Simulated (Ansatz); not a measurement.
Born–Oppenheimer molecular dynamics of a periodic cell of 16 atoms, TiAl₃ (surface TiAl3(110)). It goes on from the last frame of an earlier run, with new velocities.

The calculation used Ansatz, DFT r2SCAN-D3(BJ), scalar-relativistic, plane waves, PAW. Settings: PAW set soft_1, cutoff 500 eV, k mesh 3x2x1, fermi-dirac smearing 0.1 eV, no spin polarisation.

- ensemble: NVT, Nosé–Hoover chain
- time step: 2 fs
- steps asked: 50
- set temperature: 1400 K
- thermostat: time constant 100 fs, chain length 3
- atoms held: 1, 2, 9, 10
- seed: 422727

First frame:

```xyz
16
Lattice="5.5942 0.0000 0.0000 0.0000 7.9113 0.0000 0.0000 0.0000 15.1956" Properties=species:S:1:pos:R:3
Ti 0.000 0.000 1.000
Al 2.797 0.000 1.000
Al 1.366 1.988 2.046
Al 4.131 1.990 2.156
Ti 2.768 -0.179 3.399
Al -0.092 -0.065 3.618
Al 4.083 1.585 4.921
Al 1.336 1.608 4.796
Ti 0.000 3.956 1.000
Al 2.797 3.956 1.000
Al 1.461 5.886 2.263
Al 4.372 5.723 2.490
Ti 2.799 3.849 3.903
Al -0.050 3.707 4.347
Al 4.272 5.841 5.252
Al 1.402 6.064 4.983
```

(1) What does the run give?

(2) What happens to the structure?

(3) How do temperature and energy run in time?

Answers

(1) All steps were run.

```yaml
steps_done: 50
time_covered: 100 fs
mean_temperature_over_the_second_half: 1410 K
spread_of_the_potential_energy_over_the_second_half: 18.1 meV per atom
mean_potential_energy_of_the_second_half_above_the_start: 13.6 meV per atom
```

The conserved energy stayed within 0.25 meV per atom of its start (net change 0.11 meV per atom), so the integration is sound. A run of 0.1 ps of so small a system gives no equilibrium averages. Limits of this set-up: coarse k mesh, thin slab, slab without dipole correction.

(2) Mean squared displacements from the first frame to the last: Ti 0.08 Å², Al 0.33 Å². This is one draw of velocities; another would differ in detail.

(3) 
```tsv
time (fs)	T (K)	potential energy less start (eV)	conserved less start (meV/atom)
0	1400	0.000	0.00
2	1408	-0.012	0.00
4	1396	0.007	0.00
6	1364	0.056	0.01
8	1314	0.134	0.03
10	1250	0.234	0.05
12	1175	0.352	0.08
14	1093	0.479	0.11
16	1011	0.608	0.15
18	933	0.731	0.18
20	863	0.840	0.20
22	807	0.928	0.22
24	768	0.992	0.23
26	747	1.027	0.24
28	746	1.032	0.24
30	763	1.007	0.23
32	799	0.955	0.22
34	851	0.878	0.20
36	917	0.782	0.18
38	993	0.670	0.16
40	1076	0.548	0.15
42	1163	0.421	0.13
44	1249	0.295	0.11
46	1333	0.175	0.09
48	1411	0.064	0.08
50	1480	-0.032	0.07
52	1538	-0.110	0.06
54	1583	-0.168	0.05
56	1614	-0.204	0.05
58	1630	-0.216	0.05
60	1631	-0.205	0.05
62	1617	-0.172	0.06
64	1590	-0.119	0.07
66	1552	-0.048	0.09
68	1506	0.035	0.11
70	1455	0.124	0.14
72	1404	0.214	0.16
74	1356	0.298	0.18
76	1316	0.371	0.20
78	1285	0.429	0.21
80	1265	0.470	0.21
82	1256	0.494	0.20
84	1256	0.503	0.18
86	1263	0.502	0.16
88	1275	0.494	0.14
90	1287	0.487	0.13
92	1297	0.482	0.12
94	1304	0.485	0.11
96	1304	0.496	0.11
98	1298	0.518	0.11
100	1286	0.551	0.11
```

Time of the run: 19 min on 2 threads of Arm Neoverse V2, on a shared host, peak memory 2.2 GiB.
